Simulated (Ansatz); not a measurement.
# AlN: equation of state with PBEsol

AlN:

```
Al N
1.0
     0.00000    2.18399    2.18399
     2.18399    0.00000    2.18399
     2.18399    2.18399    0.00000
Al N
1 1
Direct
  0.00000 0.00000 0.00000
  0.25000 0.25000 0.25000
```

Measurements of this composition are mostly on another form, of space group No. 186.

```
Program             : Ansatz 0.2.0
Task                : equation of state
Functional          : PBEsol
Potentials or basis : all-electron LAPW, scalar-relativistic
Basis error allowed : 0.0005 eV/atom
k mesh              : 10 × 10 × 10
Occupations         : fermi-dirac, width 0.05 eV
Spin                : no spin polarisation
```

```yaml
Equilibrium_volume: 10.48 Å³/atom
Bulk_modulus: 200 GPa
Pressure_derivative_of_the_bulk_modulus: 3.9
```

Energy against volume, from the lowest point:
| volume (Å³/atom) | energy (meV/atom) |
| --- | --- |
| 9.792 | 31.18 |
| 10.001 | 14.50 |
| 10.209 | 4.31 |
| 10.417 | 0.00 |
| 10.626 | 1.02 |
| 10.834 | 6.89 |
| 11.042 | 17.14 |

All runs of the series together: 79 s on 1 thread of Arm Neoverse V2, with other jobs on the host.
